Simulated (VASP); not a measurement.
**BaF2 (Frankdicksonite): equation of state with PBE**

BaF2 (Frankdicksonite):

```xyz
3
Lattice="0.0000 3.1000 3.1000 3.1000 0.0000 3.1000 3.1000 3.1000 0.0000" Properties=species:S:1:pos:R:3 pbc="T T T"
Ba    0.0000    0.0000    0.0000
F     4.6501    4.6501    4.6501
F     1.5500    1.5500    1.5500
```

| Quantity | Value |
| --- | --- |
| Program | VASP 6.6.1 |
| Task | equation of state |
| Functional | PBE |
| Potentials or basis | VASP PAW PBE potentials, release 64 (Ba_sv, F) |
| Cutoff | 520 eV |
| k mesh | 8 × 8 × 8 |
| Occupations | fermi-dirac, width 0.05 eV |
| Spin | no spin polarisation |

```
Equilibrium volume                      : 20.75 Å³/atom
Bulk modulus                            : 53 GPa
Pressure derivative of the bulk modulus : 4.8
```

Energy against volume, from the lowest point:
```tsv
volume (Å³/atom)	energy (meV/atom)
18.670	42.29
19.067	26.53
19.464	14.85
19.862	6.76
20.259	1.93
20.656	0.00
21.053	0.65
```

All runs of the series together: 3.8 min on 1 thread of Intel(R) Xeon(R) Platinum 8488C (Sapphire Rapids), with other jobs on the host.

The run has no spin-orbit coupling, so splittings on Ba are missing. PBE usually gives volumes a little too large and moduli too small.
